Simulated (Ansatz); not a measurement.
# Ga (C2/c) in Ansatz: notebook

The runs below take Ga through single point, with PBE.

Program: Ansatz 0.2.0. These are calculated values, not measurements. Logs are shortened: lines on timing, memory, paths and dates and some standing lists are left out, and cuts for length are marked.

## (1) Starting point

It takes space group C2/c (No. 15, monoclinic). The conventional cell has a = 2.766 Å, b = 8.053 Å, c = 3.332 Å, α = 90.00°, β = 92.02°, γ = 90.00°. Ga (site symmetry 2) is surrounded by 8 Ga at 2.69 to 2.92 Å.

This isn't the form of Ga at room conditions, which is orthorhombic.

## (2) Single point, PBE

File input.yaml:

```yaml
crystal:
  lattice:
    - [1.383, -4.0265, 0.0]
    - [1.383, 4.0265, 0.0]
    - [-0.1174474948, 0.0, 3.3299294416]
  atoms:
    - { symbol: Ga, position: [0.131, 0.869, 0.75] }
    - { symbol: Ga, position: [0.869, 0.131, 0.25] }
hamiltonian:
  xc: pbe
  pseudopotentials: { kind: paw }
kpoints:
  mp_grid: { grid: [10, 10, 8] }
scf:
  occupations: { method: gaussian, width: 0.016 }
output:
  forces: true
  stress: true
  eigenvalues: true
  write_density: true
  write_potential: true
  elf: true
  volumetric_format: npy
```

Potentials or basis: Ansatz PAW.

Launch:

```
> ansatz run input.yaml --threads 2 --pin off --max-ram 5632MiB --backend cpu --events-out ev --progress --plain --runs-dir out
```

What it wrote:

```text
Warning: RAYON_NUM_THREADS=2 ignored (pool sized by the plan → 2); use --threads N
Engine: ansatz 0.2.0, x86_64-unknown-linux-gnu
Pseudopotentials: kind: paw
Pseudopotential: Ga, paw, valence charge 13, recommended cutoff 420 eV (normal), Ga.paw.azcp
Functional definition: PBE
  parameter kappa = 0.804
  parameter beta = 0.06672455060314922
  exchange = pbe_x(kappa = kappa, mu = beta*pi^2/3)
  correlation = pbe_c(beta = beta)
Crystal: 2 atoms, lattice volume = 37.086 Å³
Basis set: ecut = 420 eV, 721 PW (Γ), exchange–correlation on 60×60×48 points (8 copies of the dense FFT grid, shifted against one another)
Bands: 17, of which v1, the nominal top of the filled ones, is band 13 counted from 1 (12 counted from 0)
Symmetry: 4 space group operations
Space group: C2/c (ITA 15), of the structure as read, at distance tolerance 3.3e-5 Å
k-points: 227 of 800
Non-local potential: Ga, projectors of the file, l = 0: 2, l = 1: 2, l = 2: 3, l = 3: 1
PAW form: soft (Blöchl's): semilocal exchange-correlation on the pseudo side does not see the compensation charge
PAW one-centre angular grid: Ga, 590 points (default); XC on 64 Gauss nodes
Initial density: superposition of atomic densities (neutral atoms: chi_scale 0, normalization atom), corrected by the library's trained network
Initial wavefunctions: pseudopotential atomic-orbital guess
Functional: x = pbe(κ = 0.804, μ = 0.2195149727645171), c = pbe(β = 0.06672455060314922)
SCF iter   1: F=—  HF=-7565.994716 eV  |F-HF|=—  |Δ(HF+E_count)|=         —  Δρ=1.16e-3  dr2=4.44e-4  ethr=1.77e-3  ⟨swp⟩=6.0  Hψ=18310  notcnv=0
preconditioner: auto → Kerker (q_TF=auto, 2.571 Å⁻¹)  [metal: Δε(μ)=0.012 eV  Ē_g=17.229 eV  σ=0.016 eV  W_gap=0.38  n_scr=12 (ndim 8)  ℏωp=31.1 eV  f_vac=0.000  D(μ)=1.01/eV (n_scr^D=4)]
SCF iter   2: F=—  HF=-7565.994237 eV  |F-HF|=—  |Δ(HF+E_count)|=   4.79e-4  Δρ=7.15e-4  dr2=2.19e-4  ethr=1.71e-6  ⟨swp⟩=2.1  Hψ=8952  notcnv=0  defer=7
SCF iter   3: F=—  HF=-7565.994229 eV  |F-HF|=—  |Δ(HF+E_count)|=   7.30e-6  Δρ=4.23e-4  dr2=9.20e-5  ethr=8.44e-7  ⟨swp⟩=2.0  Hψ=6078  notcnv=0  defer=7
SCF iter   4: F=—  HF=-7565.994241 eV  |F-HF|=—  |Δ(HF+E_count)|=   1.16e-5  Δρ=1.85e-4  dr2=8.45e-6  ethr=3.54e-7  ⟨swp⟩=3.0  Hψ=6735  notcnv=0  defer=7
SCF iter   5: F=—  HF=-7565.994231 eV  |F-HF|=—  |Δ(HF+E_count)|=   1.01e-5  Δρ=3.86e-5  dr2=4.39e-7  ethr=3.25e-8  ⟨swp⟩=2.0  Hψ=6759  notcnv=0  defer=7
SCF iter   6: F=—  HF=-7565.994231 eV  |F-HF|=—  |Δ(HF+E_count)|=   3.87e-7  Δρ=2.37e-5  dr2=1.06e-7  ethr=3.85e-10  ⟨swp⟩=9.3  Hψ=29067  notcnv=0
SCF iter   7: F=-7565.994231 eV  HF=-7565.994231 eV  |F-HF|=1.08e-8  |Δ(HF+E_count)|=   8.89e-8  Δρ=4.87e-6  dr2=5.41e-9  ethr=3.85e-10  ⟨swp⟩=8.0  Hψ=24521  notcnv=0
SCF 1 converged in 7 iterations: F = -7565.994231 eV  dr2 = 5.41e-9
SCF converged after 7 iterations
Free energy (F): -7565.994231 eV
Harris-Foulkes:  -7565.994231 eV  (|F-HF|=1.08e-8)
Internal energy: -7565.994106 eV  (E = F + TS)
E sigma→0 (E₀):  -7565.994169 eV
Entropy (-TS):   -0.000125 eV (-0.063 meV/atom)
Fermi energy:    9.896745 eV
--- Per-component energies (eV) ---
  E_band       = -67.682688
  E_kinetic    = 230.132911
  E_local      = -3586.545862  (includes V_loc(G=0)·N_el)
  E_nonlocal   = 844.846336
  E_hartree    = 1686.561652
  E_xc         = -138.949924
  E_vxc        = -116.634066  (∫ρ·V_xc dr)
  E_paw        = -3971.841495  (= ΣΔE_a)
  E_vpaw       = -812.600741  (= ΣTr[D̂ρ^β])
  E_aug_tail   = -0.000228  (compensation charges beyond the density's cutoff)
  E_ewald      = -2630.197496
  E_smearing   = -0.000125  (= −TS)
  E_closure    = 0.000000  (closes the sum)
  Σ components = -7565.994231   (vs F -7565.994231, Δ=0.00e0)
--- Forces (eV/Å), atoms counted from 1 ---
  atom   1  Ga    -0.00000000    -0.21584007     0.00000000
  atom   2  Ga     0.00000000     0.21584007    -0.00000000
  max |Σ_I F_I| component: 2.78e-17 eV/Å
--- Stress (GPa, compression-positive) ---
        2.601313       0.000000       0.461104
        0.000000       1.799717      -0.000000
        0.461104      -0.000000       0.399323
  P = ⅓ Tr σ = 1.6001 GPa (16.001 kbar)
--- Band table (eV; the first three rows and the last of 227) ---
  k-point 0: bands = ["-5.2424", "-5.2331", "-5.1966", "-5.1730", "-4.8983", "-4.8974", "-4.8689", "-4.8659", "-4.8521", "-4.7156", "-1.3304", "7.8048", "8.2737", "11.5287", "15.3250", "19.5867", "20.0861"]
  k-point 1: bands = ["-5.2527", "-5.2080", "-5.1962", "-5.1497", "-4.9276", "-4.9253", "-4.8569", "-4.8418", "-4.8406", "-4.7405", "-1.1157", "7.8776", "8.0564", "10.4135", "17.4005", "18.5785", "18.6627"]
  k-point 2: bands = ["-5.2579", "-5.1985", "-5.1503", "-5.0959", "-4.9635", "-4.9604", "-4.8770", "-4.8148", "-4.8116", "-4.8001", "-0.4686", "6.1353", "8.7986", "10.1893", "16.0225", "16.2204", "20.2796"]
  k-point 226: bands = ["-5.1935", "-5.1935", "-5.1138", "-5.1138", "-4.9166", "-4.9166", "-4.8840", "-4.8840", "-4.8651", "-4.8651", "3.8917", "3.8917", "5.5045", "5.5045", "20.7439", "20.7439", "21.6977"]
```

It took 15 s on 2 threads of Intel Xeon at 2.50GHz (Skylake/Cascade Lake), shared host; peak memory 0.42 GiB.

What came out:

```
Free energy            : -7565.9942 eV
Pressure               : 1.6 GPa
Largest force          : 0.216 eV/Å
Band gap on the k mesh : none (metal or under the smearing width)
```

Forces in eV/Å, atoms in the order of the input:
```
Ga   0.000 -0.216  0.000
Ga   0.000  0.216  0.000
```

Stress tensor (GPa, compression positive):
```
2.60 0.00 0.46
0.00 1.80 0.00
0.46 0.00 0.40
```

Levels at points of the mesh, in eV from the Fermi level:
| k point | band 9 | band 10 | band 11 | band 12 | band 13 | band 14 | band 15 | band 16 | band 17 |
| --- | --- | --- | --- | --- | --- | --- | --- | --- | --- |
| (0.00, 0.00, 0.00) | -14.75 | -14.61 | -11.23 | -2.09 | -1.62 | 1.63 | 5.43 | 9.69 | 10.19 |
| (0.00, 0.00, -0.50) | -14.68 | -14.68 | -7.78 | -7.78 | 1.70 | 1.70 | 2.45 | 2.45 | 11.65 |
| (0.00, -0.50, 0.00) | -14.67 | -14.63 | -6.06 | -5.02 | -1.34 | 0.01 | 5.78 | 6.59 | 8.44 |
| (0.00, -0.50, -0.50) | -14.63 | -14.63 | -2.87 | -2.85 | -1.64 | -1.50 | 1.75 | 2.29 | 4.31 |
| (-0.50, -0.50, 0.00) | -14.72 | -14.67 | -9.10 | -8.60 | 4.00 | 4.57 | 5.82 | 6.04 | 7.55 |
| (-0.50, -0.50, -0.50) | -14.76 | -14.76 | -6.01 | -6.01 | -4.39 | -4.39 | 10.85 | 10.85 | 11.80 |

## (3) Single point, PBE

Edit input.yaml of step 2 so:

```diff
@@ -14,3 +14,3 @@
 scf:
-  occupations: { method: gaussian, width: 0.016 }
+  occupations: { method: gaussian, width: 0.017 }
 output:
@@ -19,5 +19 @@
   eigenvalues: true
-  write_density: true
-  write_potential: true
-  elf: true
-  volumetric_format: npy
```

Potentials or basis: Ansatz PAW.

Launch:

```
> ansatz run input.yaml --threads 2 --pin off --max-ram 5632MiB --backend cpu --events-out ev --progress --plain --runs-dir out
```

Wall time 10 s (2 threads of Intel Xeon at 2.50GHz (Skylake/Cascade Lake), shared host); peak memory 0.42 GiB.

Results (log left out):

```yaml
Free_energy: -7565.9942 eV
Pressure: 1.6 GPa
Largest_force: 0.216 eV/Å
Band_gap_on_the_k_mesh: none (metal or under the smearing width)
```

Forces on the atoms (eV/Å):
```
Ga   0.000 -0.216  0.000
Ga   0.000  0.216  0.000
```

Stress tensor (GPa, compression positive):
```
2.60 0.00 0.46
0.00 1.80 0.00
0.46 0.00 0.40
```

Levels at points of the mesh, in eV from the Fermi level:
```tsv
k point	band 10	band 11	band 12	band 13	band 14	band 15	band 16	band 17
(0.00, 0.00, 0.00)	-14.61	-11.23	-2.09	-1.62	1.63	5.43	9.69	10.19
(0.00, 0.00, -0.50)	-14.68	-7.78	-7.78	1.70	1.70	2.45	2.45	11.65
(0.00, -0.50, 0.00)	-14.63	-6.06	-5.02	-1.34	0.01	5.78	6.59	8.44
(0.00, -0.50, -0.50)	-14.63	-2.87	-2.85	-1.64	-1.50	1.75	2.29	4.31
(-0.50, -0.50, 0.00)	-14.67	-9.10	-8.60	4.00	4.57	5.82	6.04	7.55
(-0.50, -0.50, -0.50)	-14.76	-6.01	-6.01	-4.39	-4.39	10.85	10.85	11.80
```

## (4) Single point, PBE

Edit input.yaml of step 3 so:

```diff
@@ -14,3 +14,3 @@
 scf:
-  occupations: { method: gaussian, width: 0.017 }
+  occupations: { method: gaussian, width: 0.018 }
 output:
```

Launch:

```
> ansatz run input.yaml --threads 2 --pin off --max-ram 5632MiB --backend cpu --events-out ev --progress --plain --runs-dir out
```

Run time: 11 s. Hardware: 2 threads of Intel Xeon at 2.50GHz (Skylake/Cascade Lake), shared host; peak memory 0.43 GiB.

The run converged. Its results:

* Free energy: -7565.9942 eV
* Pressure: 1.6 GPa
* Largest force: 0.215 eV/Å
* Band gap on the k mesh: none (metal or under the smearing width)

Forces on the atoms (eV/Å):
```
Ga   0.000 -0.215  0.000
Ga   0.000  0.215  0.000
```

Stress tensor (GPa, compression positive):
```
2.60 0.00 0.47
0.00 1.80 0.00
0.47 0.00 0.40
```

Levels at points of the mesh, in eV from the Fermi level:
| k point | band 9 | band 10 | band 11 | band 12 | band 13 | band 14 | band 15 | band 16 | band 17 |
| --- | --- | --- | --- | --- | --- | --- | --- | --- | --- |
| (0.00, 0.00, 0.00) | -14.75 | -14.61 | -11.23 | -2.09 | -1.62 | 1.63 | 5.43 | 9.69 | 10.19 |
| (0.00, 0.00, -0.50) | -14.68 | -14.68 | -7.78 | -7.78 | 1.70 | 1.70 | 2.45 | 2.45 | 11.65 |
| (0.00, -0.50, 0.00) | -14.67 | -14.63 | -6.06 | -5.02 | -1.34 | 0.01 | 5.78 | 6.59 | 8.44 |
| (0.00, -0.50, -0.50) | -14.63 | -14.63 | -2.87 | -2.86 | -1.64 | -1.50 | 1.75 | 2.29 | 4.31 |
| (-0.50, -0.50, 0.00) | -14.72 | -14.67 | -9.10 | -8.60 | 4.00 | 4.57 | 5.82 | 6.04 | 7.55 |
| (-0.50, -0.50, -0.50) | -14.76 | -14.76 | -6.01 | -6.01 | -4.39 | -4.39 | 10.85 | 10.85 | 11.80 |

## (5) Single point, PBE

Edit input.yaml of step 4 so:

```diff
@@ -14,3 +14,3 @@
 scf:
-  occupations: { method: gaussian, width: 0.018 }
+  occupations: { method: gaussian, width: 0.019 }
 output:
@@ -19 +19,5 @@
   eigenvalues: true
+  write_density: true
+  write_potential: true
+  elf: true
+  volumetric_format: npy
```

Launch:

```
> ansatz run input.yaml --threads 2 --pin off --max-ram 5632MiB --backend cpu --events-out ev --progress --plain --runs-dir out
```

It took 14 s on 2 threads of Intel Xeon at 2.50GHz (Skylake/Cascade Lake), shared host; peak memory 0.43 GiB.

The run converged. Its results:

```yaml
Free_energy: -7565.9943 eV
Pressure: 1.6 GPa
Largest_force: 0.215 eV/Å
Band_gap_on_the_k_mesh: none (metal or under the smearing width)
```

Forces on the atoms (eV/Å):
```
Ga   0.000 -0.215  0.000
Ga   0.000  0.215  0.000
```

Stress tensor (GPa, compression positive):
```
2.60 0.00 0.47
0.00 1.80 0.00
0.47 0.00 0.40
```

Levels at points of the mesh, in eV from the Fermi level:
| k point | band 10 | band 11 | band 12 | band 13 | band 14 | band 15 | band 16 | band 17 |
| --- | --- | --- | --- | --- | --- | --- | --- | --- |
| (0.00, 0.00, 0.00) | -14.61 | -11.23 | -2.09 | -1.62 | 1.63 | 5.43 | 9.69 | 10.19 |
| (0.00, 0.00, -0.50) | -14.68 | -7.78 | -7.78 | 1.70 | 1.70 | 2.45 | 2.45 | 11.65 |
| (0.00, -0.50, 0.00) | -14.63 | -6.06 | -5.02 | -1.34 | 0.01 | 5.78 | 6.59 | 8.44 |
| (0.00, -0.50, -0.50) | -14.63 | -2.87 | -2.86 | -1.64 | -1.50 | 1.75 | 2.29 | 4.31 |
| (-0.50, -0.50, 0.00) | -14.67 | -9.10 | -8.60 | 4.00 | 4.57 | 5.82 | 6.04 | 7.55 |
| (-0.50, -0.50, -0.50) | -14.76 | -6.01 | -6.01 | -4.39 | -4.39 | 10.85 | 10.85 | 11.80 |

## (6) Single point, PBE

Edit input.yaml of step 5 so:

```diff
@@ -14,3 +14,3 @@
 scf:
-  occupations: { method: gaussian, width: 0.019 }
+  occupations: { method: gaussian, width: 0.02 }
 output:
@@ -19,5 +19 @@
   eigenvalues: true
-  write_density: true
-  write_potential: true
-  elf: true
-  volumetric_format: npy
```

Potentials or basis: Ansatz PAW.

Launch:

```
> ansatz run input.yaml --threads 2 --pin off --max-ram 5632MiB --backend cpu --events-out ev --progress --plain --runs-dir out
```

Wall time 12 s (2 threads of Intel Xeon at 2.50GHz (Skylake/Cascade Lake), shared host); peak memory 0.42 GiB.

It converged, with:

```
Free energy            : -7565.9943 eV
Pressure               : 1.6 GPa
Largest force          : 0.215 eV/Å
Band gap on the k mesh : none (metal or under the smearing width)
```

Forces on the atoms (eV/Å):
```
Ga   0.000 -0.215  0.000
Ga   0.000  0.215  0.000
```

Stress tensor (GPa, compression positive):
```
2.60 0.00 0.47
0.00 1.80 0.00
0.47 0.00 0.40
```

Levels at points of the mesh, in eV from the Fermi level:
```csv
k point,band 10,band 11,band 12,band 13,band 14,band 15,band 16,band 17
"(0.00, 0.00, 0.00)",-14.61,-11.23,-2.09,-1.62,1.63,5.43,9.69,10.19
"(0.00, 0.00, -0.50)",-14.68,-7.78,-7.78,1.69,1.69,2.45,2.45,11.65
"(0.00, -0.50, 0.00)",-14.63,-6.06,-5.02,-1.34,0.01,5.78,6.59,8.44
"(0.00, -0.50, -0.50)",-14.63,-2.87,-2.86,-1.64,-1.50,1.75,2.29,4.31
"(-0.50, -0.50, 0.00)",-14.67,-9.10,-8.60,4.00,4.57,5.82,6.04,7.55
"(-0.50, -0.50, -0.50)",-14.76,-6.01,-6.01,-4.39,-4.39,10.85,10.85,11.80
```

## (7) The runs side by side

| smearing | gap on the mesh (eV) | pressure (GPa) | largest force (eV/Å) |
| --- | --- | --- | --- |
| gaussian 0.016 eV | none | 1.6 | 0.22 |
| gaussian 0.017 eV | none | 1.6 | 0.22 |
| gaussian 0.018 eV | none | 1.6 | 0.22 |
| gaussian 0.019 eV | none | 1.6 | 0.22 |
| gaussian 0.02 eV | none | 1.6 | 0.22 |

Alike in all rows: task single point; level PBE; potentials or basis Ansatz PAW; no spin polarisation; cell as given; k mesh 10 × 10 × 8; cutoff (eV) 420.

Every run on the cell as given and a fine mesh finds a metal.

Absolute energies hang on the potentials; compare differences alone.
